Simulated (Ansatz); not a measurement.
# V: the cost of one run

Computed with Ansatz 0.2.0 (DFT r2SCAN, scalar-relativistic, plane waves, PAW, unless a step's input says otherwise).

## Step 1: The structure to begin with

The structure is trigonal, space group R-3m (No. 166). The conventional cell has a = 3.305 Å, b = 3.305 Å, c = 9.194 Å, α = 90.00°, β = 90.00°, γ = 120.00°. Around V (site symmetry 3m) lie 3 V at 2.21 Å.

Structure file:

```
CELL_PARAMETERS angstrom
1.65270 0.95419 3.06473
-1.65270 0.95419 3.06473
0.00000 -1.90837 3.06473
ATOMIC_POSITIONS crystal
V 0.22754 0.22754 0.22754
V 0.77246 0.77246 0.77246
```

(A quick probe on a coarse mesh, which set the mesh and smearing, is not shown.)

## Step 3: Coarse relaxation

Input file input.yaml:

```yaml
crystal:
  lattice:
    - [1.6526984278, 0.9541858822, 3.0647310873]
    - [-1.6526984278, 0.9541858822, 3.0647310873]
    - [0.0, -1.9083717644, 3.0647310873]
  atoms:
    - { symbol: V, position: [0.22754, 0.22754, 0.22754], spin: 0.49 }
    - { symbol: V, position: [0.77246, 0.77246, 0.77246], spin: 0.49 }
basis:
  ecutwfc: 500
kpoints:
  mp_grid: { grid: [6, 6, 6] }
hamiltonian:
  xc: r2scan
scf:
  occupations: { method: gaussian, width: 0.1 }
  lower_state_search: "off"
output:
  forces: true
  stress: true
  eigenvalues: true
  populations: true
magnetization:
  spin_polarized: true
relax:
  adjacent_minimum: "off"
  f_tol: 0.04
  max_steps: 70
  cell: { stress_tol: 0.4 }
```

What time and memory should one allow on 1 thread of an x86-64 CPU, shared host?

About 70 s, with a peak of 0.5 GiB.
